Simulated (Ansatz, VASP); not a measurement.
## SnHgAs2 in two plane-wave programs

Wanted: the spread between two codes on one cell, functional and k mesh. The cell is invented: As first built, before any earlier steps moved the atoms (in the runner's words): it takes the CdSnAs2 structure with some of its atoms replaced by other elements, volume scaled by an estimate. It may not be a known or stable phase. The cell is a member of a volume series, scaled by 0.94 from a relaxed one, so a pressure remains.

Method: plane waves, with VASP 6.6.1 beside it; single point at PBE, in Ansatz 0.2.0.

## (1) Starting point

Symmetry: R-3m, No. 166, trigonal system. Conventional cell: a = 3.935 Å, b = 3.935 Å, c = 19.973 Å, α = 90.00°, β = 90.00°, γ = 120.00°. Nearest to Hg lie 6 As at 2.83 Å. Nearest to Sn lie 6 As at 2.80 Å. As has 3 Sn at 2.80 Å and 3 Hg at 2.83 Å nearest. As first built, before any earlier steps moved the atoms (in the runner's words): sites of the CdSnAs2 structure (space group 166) filled with other elements, volume scaled by an estimate. Farther neighbours are not listed.

As a file:

```
Hg Sn As
1.0
     1.96767    1.13603    6.65779
    -1.96767    1.13603    6.65779
     0.00000   -2.27207    6.65779
Hg Sn As
1 1 2
Direct
  0.50000 0.50000 0.50000
  0.00000 0.00000 0.00000
  0.25147 0.25147 0.25147
  0.74853 0.74853 0.74853
```

## (2) VASP: single point, PBE, volume scaled by 0.94

With cell and atoms fixed, the geometry can't cause a difference; cores, projectors, grids and the points listed under the comparison can.

Lines of VASP's logs that name or quote its potential files are left out, and so is its time.

INCAR

```
SYSTEM = SnHgAs2
PREC = Accurate
ENCUT = 400
EDIFF = 1E-06
NELM = 100
ISMEAR = 0
SIGMA = 0.05
LREAL = .FALSE.
ALGO = Normal
GGA = PE
NBANDS = 24
LORBIT = 11
LWAVE = .FALSE.
LCHARG = .FALSE.
KPAR = 2
ISIF = 2
```

POSCAR

```
SnHgAs2
1.0
    1.9676666640      1.1360331708      6.6577918181
   -1.9676666640      1.1360331708      6.6577918181
    0.0000000000     -2.2720663414      6.6577918181
Hg Sn As
1 1 2
Direct
    0.5000000000      0.5000000000      0.5000000000
    0.0000000000      0.0000000000      0.0000000000
    0.2514731690      0.2514731690      0.2514731690
    0.7485268310      0.7485268310      0.7485268310
```

KPOINTS

```
Automatic mesh
0
Gamma
6 6 6
0 0 0
```

The projector-augmented-wave data sets are Hg, Sn_d and As (PBE family, release 64).

Launch:

```sh
mpirun -np 2 vasp_std
```

Numbers of over 12 decimals in the logs are rounded to 6 here.

Log:

```text
[banner, memory and clock lines left out]
running    2 mpi-ranks, on    1 nodes
 distrk:  each k-point on    1 cores,    2 groups
 distr:  one band on    1 cores,    1 groups

 POSCAR found type information on POSCAR HgSnAs
 POSCAR found :  3 types and       4 ions
 LDA part: xc-table for (Slater+PW92), standard interpolation
 POSCAR, INCAR and KPOINTS ok, starting setup
 FFT: planning ... GRIDC
 FFT: planning ... GRID_SOFT
 FFT: planning ... GRID
 WAVECAR not read
 entering main loop
       N       E                     dE             d eps       ncg     rms          rms(c)
DAV:   1     0.268014762951E+03    0.26801E+03   -0.14510E+04  1584   0.148E+03
DAV:   2     0.101952599939E+02   -0.25782E+03   -0.24951E+03  1608   0.416E+02
DAV:   3    -0.128663265511E+02   -0.23062E+02   -0.22669E+02  1936   0.114E+02
DAV:   4    -0.134274505538E+02   -0.56112E+00   -0.56064E+00  1688   0.188E+01
DAV:   5    -0.134426214842E+02   -0.15171E-01   -0.15170E-01  2120   0.311E+00    0.610E+00
DAV:   6    -0.129132814425E+02    0.52934E+00   -0.14117E+00  1856   0.133E+01    0.579E+00
DAV:   7    -0.129166755050E+02   -0.33941E-02   -0.32218E-01  1648   0.337E+00    0.323E+00
DAV:   8    -0.129137747655E+02    0.29007E-02   -0.27988E-02  1920   0.164E+00    0.394E-01
DAV:   9    -0.129128631071E+02    0.91166E-03   -0.37767E-03  1824   0.696E-01    0.902E-02
DAV:  10    -0.129129575074E+02   -0.94400E-04   -0.93989E-04  1680   0.208E-01    0.380E-02
DAV:  11    -0.129129508468E+02    0.66606E-05   -0.92366E-05  1840   0.979E-02    0.226E-02
DAV:  12    -0.129129565728E+02   -0.57260E-05   -0.18428E-05  1680   0.262E-02    0.114E-02
DAV:  13    -0.129129569625E+02   -0.38971E-06   -0.10237E-06  1096   0.852E-03
   1 F= -.12912957E+02 E0= -.12912393E+02  d E =-.112795E-02
```

Parts of OUTCAR (step 2):

```text
ion  position               nearest neighbor table
   1  0.500  0.500  0.500-   3 2.83   3 2.83   4 2.83   4 2.83   3 2.83   4 2.83
   2  0.000  0.000  0.000-   4 2.80   4 2.80   3 2.80   3 2.80   4 2.80   3 2.80
   3  0.251  0.251  0.251-   2 2.80   2 2.80   2 2.80   1 2.83   1 2.83   1 2.83
   4  0.749  0.749  0.749-   2 2.80   2 2.80   2 2.80   1 2.83   1 2.83   1 2.83

  LATTYP: Found a trigonal (rhomboedric) cell.
 ALAT       =     7.0348045715
 COS(alpha) =     0.8435307012

 Subroutine GETGRP returns: Found 12 space group operations
 (whereof 12 operations were pure point group operations)

The static configuration has the point symmetry D_3d.

 Found     32 irreducible k-points:

   k-points           NKPTS =     32   k-points in BZ     NKDIM =     32   number of bands    NBANDS=     24

   dimension x,y,z NGX =    48 NGY =   48 NGZ =   48
   dimension x,y,z NGXF=    96 NGYF=   96 NGZF=   96

   ENCUT  =  400.0 eV  29.40 Ry    5.42 a.u.  11.47 11.47 11.47*2*pi/ulx,y,z

   NELECT =      36.0000    total number of electrons

 k-points in reciprocal lattice and weights: Automatic mesh
   0.00000000  0.00000000  0.00000000       0.005
   0.16666667  0.00000000  0.00000000       0.028
   0.33333333 -0.00000000  0.00000000       0.028
   0.50000000  0.00000000 -0.00000000       0.014
   0.16666667  0.16666667  0.00000000       0.028
   0.33333333  0.16666667  0.00000000       0.056
   0.50000000  0.16666667  0.00000000       0.056
  -0.33333333  0.16666667  0.00000000       0.056
  -0.16666667  0.16666667  0.00000000       0.028
[...]
-0.33333333  0.50000000  0.33333333       0.028
   0.50000000  0.50000000  0.50000000       0.005

 average (electrostatic) potential at core
       1 -37.9417       2-101.4099       3 -49.0660       4 -49.0660

 E-fermi :   5.6410

 k-point     1 :       0.0000    0.0000    0.0000
  band No.  band energies     occupation
    ...
     13      -1.0102      2.00000
     14       4.5868      2.00000
     15       4.8971      2.00000
     16       5.1371      2.00000
     17       5.1371      2.00000
     18       6.0849      0.00000
     19       6.0849      0.00000
     20       7.7459      0.00000
     21       8.6855      0.00000
     22       8.6855      0.00000
    ...

 k-point     2 :       0.1667    0.0000    0.0000
  band No.  band energies     occupation
    ...
     14       2.4543      2.00000
     15       3.6464      2.00000
     16       4.7240      2.00000
     17       4.8960      2.00000
     18       5.4911      1.99998
     19       7.0773      0.00000
     20       7.4287      0.00000
     21       9.7518      0.00000
     22       9.7564      0.00000
     23      10.5547      0.00000
    ...

 k-point     3 :       0.3333   -0.0000    0.0000
  band No.  band energies     occupation
    ...
     14       0.8446      2.00000
     15       1.5051      2.00000
     16       4.0561      2.00000
     17       4.6358      2.00000
     18       4.7559      2.00000
     19       5.9727      0.00000
     20       6.6121      0.00000
     21       9.9925      0.00000
     22      10.9869      0.00000
     23      11.0907      0.00000
    ...

  Total        2.5810364      2.5810378      2.6157656      0.0000000      0.0000000      0.0000000
  in kB       46.3106326     46.3106565     46.9337655      0.0000000      0.0000000      0.0000000
  external PRESSURE =      46.5183515 kB  Pullay stress =       0.0000000 kB

  energy-cutoff  :      400.00
  volume of cell :       89.29
      direct lattice vectors                 reciprocal lattice vectors
     1.967666664  1.136033171  6.657791818     0.254108081  0.146709331  0.050066650
    -1.967666664  1.136033171  6.657791818    -0.254108081  0.146709331  0.050066650
     0.000000000 -2.272066341  6.657791818     0.000000000 -0.293418662  0.050066650

 POSITION                                       TOTAL-FORCE (eV/Angst)
 -----------------------------------------------------------------------------------
      0.00000      0.00000      9.98669         0.000000      0.000000      0.000000
      0.00000      0.00000      0.00000        -0.000000      0.000000      0.000000
      0.00000      0.00000      5.02277        -0.000000     -0.000000     -0.099878
      0.00000      0.00000     14.95061        -0.000000      0.000000      0.099878
 -----------------------------------------------------------------------------------
    total drift:                                0.000000      0.000000     -0.000000

  FREE ENERGIE OF THE ION-ELECTRON SYSTEM (eV)
  ---------------------------------------------------
  free  energy   TOTEN  =       -12.9129569625 eV

  energy  without entropy=      -12.9118290129  energy(sigma->0) =      -12.91239299

 total charge
# of ion       s       p       d       tot
------------------------------------------
    1        0.807   0.366   9.315  10.488
    2        1.184   1.040  10.025  12.249
    3        1.280   1.405   0.036   2.721
    4        1.280   1.405   0.036   2.721
--------------------------------------------------
tot          4.551   4.216  19.412  28.179

[... 3 further parts left out ...]
```

The run ends at a pressure of 4.65 GPa, with forces up to 0.100 eV/Å.

## (3) Ansatz: single point, PBE, volume scaled by 0.94

Ansatz runs on its default PAW (the set named soft_2) files.

The same cell, functional, mesh and smearing now go to Ansatz, which takes its cutoff from its data sets.

input.yaml

```yaml
crystal:
  lattice:
    - [1.967666664, 1.1360331708, 6.6577918181]
    - [-1.967666664, 1.1360331708, 6.6577918181]
    - [0.0, -2.2720663414, 6.6577918181]
  atoms:
    - { symbol: Hg, position: [0.5, 0.5, 0.5] }
    - { symbol: Sn, position: [0.0, 0.0, 0.0] }
    - { symbol: As, position: [0.251473169, 0.251473169, 0.251473169] }
    - { symbol: As, position: [0.748526831, 0.748526831, 0.748526831] }
hamiltonian:
  xc: pbe
  pseudopotentials: { kind: paw }
kpoints:
  mp_grid: { grid: [6, 6, 6] }
scf:
  occupations: { method: gaussian, width: 0.05 }
  n_extra_bands: 5
output:
  forces: true
  stress: true
  eigenvalues: true
  write_density: true
  write_potential: true
  elf: true
  volumetric_format: npy
```

Launch:

```sh
ansatz run input.yaml --threads 2 --pin off --max-ram 4608MiB --backend cpu --events-out ev --progress --plain --runs-dir out
```

Log:

```text
basis.fft_grid_basis auto: the FFT boxes are laid along the combinations [[1, -1, 0], [0, 1, 0], [0, -1, 1]] of the cell's own vectors, 3.935, 7.035 and 3.935 Å long. The dense box has 27×48×27 points. Along the cell's own vectors, as sized, it would have 48×48×48, 3.16 times as many. Of the 12 symmetry operations that the crystal satisfies within crystal.symmetry.tolerance (time reversal apart; of a slab, those that [...]
scf.n_extra_bands = 5 over 32 filled bands (N_el = 64.0): the run solves 37 bands
Engine: ansatz 0.2.0, x86_64-unknown-linux-gnu
Pseudopotentials: kind: paw
Pseudopotential: Hg, paw, valence charge 20, recommended cutoff 420 eV (normal), Hg.paw.azcp
Pseudopotential: Sn, paw, valence charge 14, recommended cutoff 420 eV (normal), Sn.paw.azcp
Pseudopotential: As, paw, valence charge 15, recommended cutoff 420 eV (normal), As.paw.azcp
Functional definition: PBE
  parameter kappa = 0.804
  parameter beta = 0.066725
  exchange = pbe_x(kappa = kappa, mu = beta*pi^2/3)
  correlation = pbe_c(beta = beta)
Crystal: 4 atoms, lattice volume = 89.294 Å³
Basis set: ecut = 420 eV, 1757 PW (Γ), FFT grids on a1−a2, a2, −a2+a3, exchange–correlation on 54×96×54 points (8 copies of the dense FFT grid, shifted against one another)
Bands: 37, of which v1, the nominal top of the filled ones, is band 32 counted from 1 (31 counted from 0)
Symmetry: 12 space group operations
Space group: R-3m (ITA 166), of the structure as read, at distance tolerance 4.5e-5 Å
k-points: 32 of 216
Non-local potential: Hg, projectors of the file, l = 0: 3, l = 1: 2, l = 2: 2, l = 3: 1
Non-local potential: Sn, projectors of the file, l = 0: 2, l = 1: 2, l = 2: 2, l = 3: 2
Non-local potential: As, projectors of the file, l = 0: 2, l = 1: 2, l = 2: 3, l = 3: 1
PAW form: soft (Blöchl's): semilocal exchange-correlation on the pseudo side does not see the compensation charge
PAW one-centre angular grid: Hg, 590 points (default); XC on 64 Gauss nodes
PAW one-centre angular grid: Sn, 590 points (default); XC on 64 Gauss nodes
PAW one-centre angular grid: As, 590 points (default); XC on 64 Gauss nodes
Initial density: superposition of atomic densities (neutral atoms: chi_scale 0, normalization atom), corrected by the library's trained network
Initial wavefunctions: pseudopotential atomic-orbital guess
Functional: x = pbe(κ = 0.804, μ = 0.219515), c = pbe(β = 0.066725)
SCF iter   1: F=—  HF=-29549.509232 eV  |F-HF|=—  |Δ(HF+E_count)|=         —  Δρ=1.96e-3  dr2=5.03e-3  ethr=1.77e-3  ⟨swp⟩=6.1  Hψ=4335  notcnv=0
preconditioner: auto → Resta (q_TF=auto, 2.581 Å⁻¹)  ε∞=4.1  [insulator: Δε(μ)=0.122 eV  Ē_g=13.436 eV  σ=0.050 eV  W_gap=0.62  n_scr=28 (ndim 8)  ℏωp=23.6 eV  f_vac=0.005  D(μ)=0.97/eV (n_scr^D=2)  ε∞_Penn≈4.1]
SCF iter   2: F=—  HF=-29549.508369 eV  |F-HF|=—  |Δ(HF+E_count)|=   8.63e-4  Δρ=1.12e-3  dr2=1.48e-3  ethr=7.86e-6  ⟨swp⟩=2.0  Hψ=1832  notcnv=0
SCF iter   3: F=—  HF=-29549.508091 eV  |F-HF|=—  |Δ(HF+E_count)|=   2.78e-4  Δρ=1.91e-4  dr2=4.75e-5  ethr=2.32e-6  ⟨swp⟩=2.0  Hψ=1570  notcnv=0
SCF iter   4: F=—  HF=-29549.508091 eV  |F-HF|=—  |Δ(HF+E_count)|=   4.75e-8  Δρ=7.11e-5  dr2=3.38e-6  ethr=7.42e-8  ⟨swp⟩=2.0  Hψ=2054  notcnv=0
SCF iter   5: F=—  HF=-29549.508093 eV  |F-HF|=—  |Δ(HF+E_count)|=   1.97e-6  Δρ=2.08e-5  dr2=4.31e-7  ethr=5.29e-9  ⟨swp⟩=2.0  Hψ=2053  notcnv=0
SCF iter   6: F=-29549.508093 eV  HF=-29549.508093 eV  |F-HF|=2.81e-8  |Δ(HF+E_count)|=   1.38e-7  Δρ=6.33e-6  dr2=3.41e-8  ethr=1.56e-10  ⟨swp⟩=12.0  Hψ=8637  notcnv=0
SCF 1 converged in 6 iterations: F = -29549.508093 eV  dr2 = 3.41e-8
  greatest PAW one-centre occupation: 1.000 electrons in one spin orbital (limit 2), on the Hg atom at site 0 (counted from 0), in its partial waves of l = 0
SCF converged after 6 iterations
Free energy (F): -29549.508093 eV
Harris-Foulkes:  -29549.508093 eV  (|F-HF|=2.81e-8)
Internal energy: -29549.506972 eV  (E = F + TS)
E sigma→0 (E₀):  -29549.507532 eV
Entropy (-TS):   -0.001121 eV (-0.280 meV/atom)
Fermi energy:    12.228785 eV
--- Per-component energies (eV) ---
  E_band       = -907.450944
  E_kinetic    = 997.903587
  E_local      = -6716.414495  (includes V_loc(G=0)·N_el)
  E_nonlocal   = -1301.644753
  E_hartree    = 3481.800616
  E_xc         = -762.438899
  E_vxc        = -518.411237  (∫ρ·V_xc dr)
  E_paw        = -17751.125166  (= ΣΔE_a)
  E_vpaw       = -332.487978  (= ΣTr[D̂ρ^β])
  E_aug_tail   = 0.000921  (compensation charges beyond the density's cutoff)
  E_ewald      = -7497.588783
  E_smearing   = -0.001121  (= −TS)
  E_closure    = 0.000000  (closes the sum)
  Σ components = -29549.508093   (vs F -29549.508093, Δ=0.00e0)
--- Forces (eV/Å), atoms counted from 1 ---
  atom   1  Hg     0.00000000     0.00000000    -0.00000000
  atom   2  Sn    -0.00000000     0.00000000     0.00000000
  atom   3  As    -0.00000000    -0.00000000    -0.12590941
  atom   4  As     0.00000000     0.00000000     0.12590941
  max |Σ_I F_I| component: 5.55e-17 eV/Å
--- Stress (GPa, compression-positive) ---
        4.436781      -0.000000      -0.000000
       -0.000000       4.436781       0.000000
       -0.000000       0.000000       4.473712
  P = ⅓ Tr σ = 4.4491 GPa (44.491 kbar)
--- Band table (eV; the first three rows and the last of 32) ---
  k-point 0: bands = [... 28 lower, 11.4713, 11.7153, 11.7153, 12.6735, 12.6735, 14.3309, 15.2715, 15.2715, ... 1 higher]
  k-point 1: bands = [... 28 lower, 10.2360, 11.3091, 11.4745, 12.0749, 13.6702, 14.0110, 16.3383, 16.3444, ... 1 higher]
  k-point 2: bands = [... 28 lower, 8.0969, 10.6468, 11.2218, 11.3379, 12.5657, 13.2089, 16.5749, 17.5764, ... 1 higher]
  k-point 31: bands = [... 28 lower, 12.0670, 12.0670, 12.0827, 12.0827, 14.0022, 14.2707, 16.2641, 16.2641, ... 1 higher]
```

Run time: 3.4 s. Hardware: 2 threads of Intel Xeon Platinum 8488C (Sapphire Rapids), shared host; peak memory 0.5 GiB; 5.4 s of CPU time.

Reading the cycles: dr2 is the Hartree energy of the density residual (eV), the measure of convergence; HF is the Harris–Foulkes estimate of the energy, which meets the free energy F at convergence.

The run ends at a pressure of 4.45 GPa, with forces up to 0.13 eV/Å.

## (4) Side by side

Known differences besides the potentials themselves: the data sets hold 64 valence electrons in Ansatz (default PAW (the set named soft_2) files) and 36 in VASP; the cutoff is 420 eV in Ansatz and 400 eV in VASP; VASP leaves aspherical gradient terms in its spheres out (LASPH is not set), Ansatz keeps them. Total energies have different zeros and are not compared.

The two programs side by side:

```csv
quantity,Ansatz,VASP,difference
pressure (GPa),4.45,4.65,-0.20
```

Forces (eV/Å; atoms numbered as in POSCAR):

```csv
atom,"Ansatz x, y, z","VASP x, y, z"
Hg1,"0.000, 0.000, 0.000","0.000, 0.000, 0.000"
Sn2,"0.000, 0.000, 0.000","0.000, 0.000, 0.000"
As3,"0.000, 0.000, -0.126","0.000, 0.000, -0.100"
As4,"0.000, 0.000, 0.126","0.000, 0.000, 0.100"
```

The forces differ by 11 meV/Å r.m.s., which is 26.1 % of the r.m.s. force of 0.04 eV/Å (both taken over all components). Ansatz's pressure holds a Pulay correction of 0.04 GPa; VASP's holds none.

## (5) VASP: single point, PBE, volume scaled by 0.96

A single point gives forces, pressure and levels at one fixed geometry, so differences don't come from the geometry; what else differs is listed under the comparison. The cell compared in this pair holds 91.19 Å³, against 89.29 Å³ for the pair before.

INCAR is that of step 2.

POSCAR

```
SnHgAs2
1.0
    1.9815239280      1.1440336679      6.7046792208
   -1.9815239280      1.1440336679      6.7046792208
    0.0000000000     -2.2880673358      6.7046792208
Hg Sn As
1 1 2
Direct
    0.5000000000      0.5000000000      0.5000000000
    0.0000000000      0.0000000000      0.0000000000
    0.2514731690      0.2514731690      0.2514731690
    0.7485268310      0.7485268310      0.7485268310
```

KPOINTS is that of step 2.

Launch:

```sh
mpirun -np 2 vasp_std
```

Log:

```text
[... set-up lines as in an earlier step ...]
 entering main loop
       N       E                     dE             d eps       ncg     rms          rms(c)
DAV:   1     0.265759858872E+03    0.26576E+03   -0.14527E+04  1584   0.145E+03
DAV:   2     0.104570007688E+02   -0.25530E+03   -0.24651E+03  1584   0.411E+02
DAV:   3    -0.128660882396E+02   -0.23323E+02   -0.22903E+02  1992   0.115E+02
DAV:   4    -0.134490092153E+02   -0.58292E+00   -0.58239E+00  1704   0.190E+01
[...]
DAV:  11    -0.129584966841E+02    0.60594E-05   -0.82542E-05  1872   0.911E-02    0.232E-02
DAV:  12    -0.129585023749E+02   -0.56908E-05   -0.18404E-05  1624   0.254E-02    0.116E-02
DAV:  13    -0.129585027900E+02   -0.41510E-06   -0.96154E-07  1184   0.805E-03
   1 F= -.12958503E+02 E0= -.12957885E+02  d E =-.123474E-02
```

OUTCAR, selected parts (step 5):

```text
  Total        1.6628461      1.6628470      1.6706491      0.0000000      0.0000000      0.0000000
  in kB       29.2142846     29.2142997     29.3513752      0.0000000      0.0000000      0.0000000
  external PRESSURE =      29.2599865 kB  Pullay stress =       0.0000000 kB

 POSITION                                       TOTAL-FORCE (eV/Angst)
 -----------------------------------------------------------------------------------
      0.00000      0.00000     10.05702        -0.000000      0.000000     -0.000000
      0.00000      0.00000      0.00000         0.000000      0.000000     -0.000000
      0.00000      0.00000      5.05814         0.000000     -0.000000     -0.066490
      0.00000      0.00000     15.05590         0.000000      0.000000      0.066490
 -----------------------------------------------------------------------------------
    total drift:                                0.000000     -0.000000     -0.000000

  FREE ENERGIE OF THE ION-ELECTRON SYSTEM (eV)
  ---------------------------------------------------
  free  energy   TOTEN  =       -12.9585027900 eV

  energy  without entropy=      -12.9572680507  energy(sigma->0) =      -12.95788542

[... 1 part as in an earlier step ...]

[... 2 further parts left out ...]
[key lines of the parts left out:]
E-fermi :   5.4042
```

The run ends at a pressure of 2.93 GPa, with forces up to 0.066 eV/Å.

(Part 1 of 2 ends here.)

[Lines on the potential files, build, host, timing and source positions are cut from VASP's logs without a mark.]

[Logs are printed without paths, hosts, clocks, repeated set-up lines and the standing remarks that a program may print on its own settings, such as how far it seeks lower states.]

[Hosts, paths, dates, database ids (printed as entryN), source tags and the programs' standing remarks are cut or masked in the printed files.]
